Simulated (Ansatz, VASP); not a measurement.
## Two plane-wave programs on V

INCAR

```
SYSTEM = V
PREC = Accurate
ENCUT = 520
EDIFF = 1E-6
ISMEAR = 0
SIGMA = 0.1
LREAL = .FALSE.
LASPH = .TRUE.
NELM = 60
ALGO = Fast
ISIF = 2
LWAVE = .FALSE.
LCHARG = .FALSE.
GGA = PE
NBANDS = 20
```

Contents of KPOINTS:

```
regular mesh
0
G
  18 18 18
  0 0 0
```

POSCAR

```
V
1.0
    3.1170621557      0.0000000000      0.0000000000
    0.0000000000      3.1170621557      0.0000000000
    0.0000000000      0.0000000000      3.1170621557
V
2
Direct
    0.0000000000      0.0000000000      0.0000000000
    0.5000000000      0.5000000000      0.5000000000
```

Input for Ansatz:

```yaml
crystal:
  lattice:
    - [3.1170621557, 0.0, 0.0]
    - [0.0, 3.1170621557, 0.0]
    - [0.0, 0.0, 3.1170621557]
  atoms:
    - { symbol: V, position: [0.0, 0.0, 0.0] }
    - { symbol: V, position: [0.5, 0.5, 0.5] }
basis:
  ecutwfc: 420
kpoints:
  mp_grid: { grid: [18, 18, 18] }
hamiltonian:
  xc: pbe
scf:
  occupations: { method: gaussian, width: 0.1 }
output:
  forces: true
  stress: true
  eigenvalues: true
```

Change from the starting cell: equal strain along all axes, cell held, atoms relaxed: +4.0 %.

Alike in both runs: task single point; functional PBE; k mesh 18 × 18 × 18; occupations gaussian, width 0.1 eV; no spin polarisation.

```csv
,VASP,Ansatz
version,VASP 6.6.1,Ansatz 0.2.0
potentials or method,"VASP PAW PBE potentials, release 64 (V_sv)","scalar-relativistic, plane waves, PAW"
plane-wave cutoff (eV),520,420
valence electrons in the cell,26,26
```

|  | VASP | Ansatz | Ansatz less VASP |
| --- | --- | --- | --- |
| gap on the k mesh at the Fermi level (eV) | none | none | - |
| pressure (GPa) | -16.9 | -17.1 | -0.25 |

A gap of «none» marks a metal or a gap that the smearing closes. With one functional, cell and mesh, what is left measures potentials, basis and numerics.

Caveats: so large a pressure means that the cell lies far from this level's equilibrium, or that cutoff or potentials fall short (VASP).
